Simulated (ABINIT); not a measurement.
# Co (P6_3/mmc) in ABINIT: a series of runs

Runs on Co. Level: PBE. Tasks: optical spectrum.

All numbers are computed with ABINIT 10.8.3 (patched build); they aren't measurements. Logs are shortened: lines on timing, memory, paths and dates and some standing lists are left out, and cuts for length are marked. The log counts tension as positive stress, the text compression.

**1. Starting point**

Symmetry: P6_3/mmc, No. 194, hexagonal system. The conventional cell has a = 2.471 Å, b = 2.471 Å, c = 8.088 Å, α = 90.00°, β = 90.00°, γ = 120.00°. Co (site symmetry -6m2) has 12 Co at 2.47 Å as nearest neighbours. Around Co (site symmetry -3m) lie 12 Co at 2.47 Å.

**2. Optical spectrum, PBE, collinear spin, ferromagnetic start**

run.abi

```
# Datasets
ndtset 3

# Pseudopotentials
pp_dirpath "./"
pseudos "Co.upf"

# Structure
acell 3*1.0
rprim
     4.6686851399     0.0000000000     0.0000000000
    -2.3343425700     4.0431999334     0.0000000000
     0.0000000000     0.0000000000    15.2845467139
ntypat 1
znucl 27
natom 4
typat 1 1 1 1
xred
            2/3            1/3            3/4
            0.0            0.0            1/2
            1/3            2/3            1/4
            0.0            0.0            0.0

# Plane-wave basis
ecut 46.0

# k points
ngkpt 14 14 4
nshiftk 1
shiftk 0.0 0.0 0.5
istwfk *1

# Exchange and correlation
ixc 11

# Bands and occupations
occopt 7
tsmear 0.00367493

# Spin
nsppol 2
spinat
     0.0000000000     0.0000000000     2.0000000000
     0.0000000000     0.0000000000     2.0000000000
     0.0000000000     0.0000000000     2.0000000000
     0.0000000000     0.0000000000     2.0000000000

# SCF cycle
nstep 80

# Output
iomode 3
prteig 0
prtebands 0

# Dataset 1: ground state
nband1 43
tolvrs1 1.0e-12
prtden1 1
prtwf1 0
kptopt1 1

# Dataset 2: empty bands at fixed density
iscf2 -3
getden2 1
nband2 46
nbdbuf2 4
tolwfr2 1.0e-12
nstep2 120
prtden2 0
kptopt2 1

# Dataset 3: wave functions and velocity matrix elements in the full zone
optdriver3 8
wfk_task3 "wfk_optics_fullbz"
getwfk3 2
nband3 42
kptopt3 1
prtevk3 1
inclvkb3 2
```

optic.abi

```
&FILES
 ddkfile_1 = 'runo_DS3_1_EVK.nc',
 ddkfile_2 = 'runo_DS3_2_EVK.nc',
 ddkfile_3 = 'runo_DS3_3_EVK.nc',
 wfkfile = 'runo_DS3_WFK.nc'
/
&PARAMETERS
 broadening = 0.005512,
 domega = 0.002,
 maxomega = 0.8,
 scissor = 0.000000,
 tolerance = 0.002
/
&COMPUTATIONS
 num_lin_comp = 2,
 lin_comp = 11,33,
 num_nonlin_comp = 0
/
```

Potentials or basis: PseudoDojo NC SR PBE v0.4.1 standard.

Run with:

```console
mpirun --bind-to none -np 4 abinit run.abi > log 2>&1
optic optic.abi > optic.log 2>&1
```

run.abo:

```text
.Version 10.8.3 of ABINIT
 DATASET    1 : space group P6_3/m m c (#194); Bravais hP (primitive hexag.)
================================================================================
 Values of the parameters that define the memory need for DATASET  1.
     intxc =       0    ionmov =       0      iscf =       7    lmnmax =       6
     lnmax =       6     mgfft =      96  mpssoang =       3    mqgrid =    4667
     natom =       4  nloc_mem =       1    nspden =       2   nspinor =       1
    nsppol =       2      nsym =      24    n1xccc =    2501    ntypat =       1
    occopt =       7   xclevel =       2
       mpw =        4328          nfft =       86400          nkpt =          48
================================================================================
================================================================================
[... 13 lines left out ...]
 DATASET    3 : space group P6_3/m m c (#194); Bravais hP (primitive hexag.)
================================================================================
 Values of the parameters that define the memory need for DATASET  3.
     intxc =       0    ionmov =       0      iscf =       7    lmnmax =       6
     lnmax =       6     mgfft =      96  mpssoang =       3    mqgrid =    4667
     natom =       4  nloc_mem =       1    nspden =       2   nspinor =       1
    nsppol =       2      nsym =      24    n1xccc =    2501    ntypat =       1
    occopt =       7   xclevel =       2
       mpw =        4328          nfft =       86400          nkpt =          48
================================================================================
================================================================================

--------------------------------------------------------------------------------
------------- Echo of variables that govern the present computation ------------
--------------------------------------------------------------------------------
 -outvars: echo values of preprocessed input variables --------
            acell      1.0000000000E+00  1.0000000000E+00  1.0000000000E+00 Bohr
              amu      5.89332000E+01
             ecut      4.60000000E+01 Hartree
           getden1          0
           getden2          1
           getden3          0
           getwfk1          0
           getwfk2          0
           getwfk3          2
             iscf1          7
             iscf2         -3
             iscf3          7
              ixc          11
           jdtset        1    2    3
         kptrlatt       14    0    0      0   14    0      0    0    4
          kptrlen      6.11381869E+01
            natom           4
            nband1         43
            nband2         46
            nband3         42
           nbdbuf1          0
           nbdbuf2          4
           nbdbuf3          0
           ndtset           3
            ngfft          30      30      96
[... 446 lines left out ...]

--- !EnergyTerms
iteration_state     : {dtset: 2, }
comment             : Components of total free energy in Hartree
kinetic             :  2.71066556891155E+02
hartree             :  1.49149830301791E+02
xc                  : -1.12180393810995E+02
Ewald energy        : -4.01040252144111E+02
psp_core            :  1.76729483246229E+01
local_psp           : -4.61527109822425E+02
non_local_psp       : -7.52893110153915E+01
internal            : -6.12147731275353E+02
'-kT*entropy'       : -6.23279817129142E-04
total_energy        : -6.12148354555170E+02
...

--- !EnergyTermsDC
iteration_state     : {dtset: 2, }
comment             : '"Double-counting" decomposition of free energy'
band_energy         : -5.15817441173118E+01
Ewald energy        : -4.01040252144111E+02
psp_core            :  1.76729483246229E+01
xc_dc               : -1.77198680755634E+02
internal            : -6.12147728692433E+02
'-kT*entropy'       : -6.23279817129142E-04
total_energy_dc     : -6.12148351972251E+02
...

================================================================================
== DATASET  3 ==================================================================

--- !DatasetInfo
iteration_state: {dtset: 3, }
dimensions: {natom: 4, nkpt: 48, mband: 42, nsppol: 2, nspinor: 1, nspden: 2, mpw: 4328, }
cutoff_energies: {ecut:  46.0, pawecutdg:  -1.0, }
electrons: {nelect:   6.80000000E+01, charge:   0.00000000E+00, occopt:   7.00000000E+00, tsmear:   3.67493000E-03, }
meta: {optdriver: 8, wfk_task: 7, }
...

 mkfilename : getwfk/=0, take file _WFK from output of DATASET   2.

 Exchange-correlation functional for the present dataset will be:
  GGA: Perdew-Burke-Ernzerhof functional - ixc=11
  J.P.Perdew, K.Burke, M.Ernzerhof, PRL 77, 3865 (1996)

--------------------------------------------------------------------------------

 Computation of velocity matrix elements (DDK)

 Parameters extracted from the Abinit header:
    ecut:     46.0
    nkpt:    784
    mband:   46
    nsppol:  2
    nspinor: 1
    useylm:  0
    inclvkb: 2
    bmin: 1, bmax: 46
    Computing diagonal and off-diagonal matrix elements
    Between band index bmin: 1, bmax: 46

== END DATASET(S) ==============================================================
================================================================================

 -outvars: echo values of variables after computation  --------
            acell      1.0000000000E+00  1.0000000000E+00  1.0000000000E+00 Bohr
           etotal1    -6.1214835197E+02
           etotal2    -6.1214835197E+02
           etotal3     0.0000000000E+00
            fcart1    -0.0000000000E+00  6.6596885326E-29 -5.1611665036E-32
                      -0.0000000000E+00  6.6596885326E-29  1.7203888345E-32
                      -0.0000000000E+00 -1.9979065598E-28  1.7203888345E-32
                      -0.0000000000E+00  6.6596885326E-29  1.7203888345E-32
            fcart3     0.0000000000E+00  0.0000000000E+00  0.0000000000E+00
                       0.0000000000E+00  0.0000000000E+00  0.0000000000E+00
                       0.0000000000E+00  0.0000000000E+00  0.0000000000E+00
                       0.0000000000E+00  0.0000000000E+00  0.0000000000E+00
            rprim      4.6686851399E+00  0.0000000000E+00  0.0000000000E+00
                      -2.3343425700E+00  4.0431999334E+00  0.0000000000E+00
                       0.0000000000E+00  0.0000000000E+00  1.5284546714E+01
           strten1    -1.8064579715E-04 -1.8064579642E-04 -8.3721863055E-05
                       0.0000000000E+00  0.0000000000E+00  7.5524634763E-13
           strten3     0.0000000000E+00  0.0000000000E+00  0.0000000000E+00
                       0.0000000000E+00  0.0000000000E+00  0.0000000000E+00
           xangst      1.2352808896E+00  7.1318975414E-01  6.0661753459E+00
                       0.0000000000E+00  0.0000000000E+00  4.0441168972E+00
                      -1.7639209192E-11  1.4263795083E+00  2.0220584486E+00
                       0.0000000000E+00  0.0000000000E+00  0.0000000000E+00
             xred      6.6666666667E-01  3.3333333333E-01  7.5000000000E-01
                       0.0000000000E+00  0.0000000000E+00  5.0000000000E-01
                       3.3333333333E-01  6.6666666667E-01  2.5000000000E-01
                       0.0000000000E+00  0.0000000000E+00  0.0000000000E+00
 Calculation completed.
```

optic_0001_0001-linopt.out:

```text
#calculated the component:  1  1  of dielectric function
 #broadening:    0.000000E+00    5.512000E-03
 #scissors shift:    0.000000E+00
 #energy window:    1.193765E+02eV    4.387006E+00Ha
 # Energy(eV)         Im(eps(w))         Spin up       Spin down
    2.721139E-01    4.378935E+01    1.730274E+00    4.205908E+01
    8.163416E-01    3.984434E+01    4.818473E+00    3.502587E+01
    1.360569E+00    4.457022E+01    1.117221E+01    3.339801E+01
    1.904797E+00    3.164943E+01    7.514074E+00    2.413536E+01
[... 207 lines left out ...]
    2.993252E+00    5.988106E-01
[... 32 lines left out ...]
    2.095277E+01    2.118753E-01
    2.149700E+01    1.717441E-01
 # Energy(eV)         absorption coeff (in 10^6 m-1) = omega Im(eps) / c n(eps)
    1.632683E-01    3.206099E+00
    7.074960E-01    2.253843E+01
    1.251724E+00    4.728755E+01
    1.795951E+00    7.264318E+01
    2.340179E+00    9.172957E+01
    2.884407E+00    1.016425E+02
[... 32 lines left out ...]
    2.084392E+01    7.303308E+01
    2.138815E+01    6.544353E+01
```

It took 23 min on 4 MPI ranks of Intel Xeon at 2.50GHz (Skylake/Cascade Lake), shared host; peak memory 7.5 GiB.

What came out:

```yaml
Free_energy: -16657.4052 eV
Pressure: 4.4 GPa
Net_moment: 6.62 μB per cell
Site_moments: Co +1.75, +1.73 μB
```

Dielectric function (mean over the directions given):
```csv
energy (eV),real part,imaginary part
0.33,66.17,51.59
0.98,25.74,40.00
1.63,2.89,35.45
2.29,-5.06,24.66
2.94,-6.83,16.50
3.70,-6.63,9.39
4.35,-4.17,6.18
5.01,-1.68,4.51
5.66,-1.29,4.62
6.31,-0.83,6.01
7.08,-2.36,3.38
7.73,-1.35,2.27
8.38,-0.69,2.71
9.03,-0.72,2.33
9.69,-0.06,2.20
10.45,-0.46,2.59
11.10,-0.54,2.30
11.76,-0.58,1.98
12.41,-0.38,1.78
13.06,-0.42,1.67
13.82,-0.47,1.61
14.48,-0.53,1.58
15.13,-0.54,1.37
15.78,-0.62,1.09
16.44,-0.56,0.92
17.20,-0.45,0.71
17.85,-0.33,0.67
18.50,-0.32,0.52
19.16,-0.19,0.40
19.92,-0.09,0.34
```

Caveat: the intraband (Drude) term is left out; spectra need much finer meshes, so this one isn't converged; independent-particle spectra lack excitons.

(Part 1 of 2 ends here.)
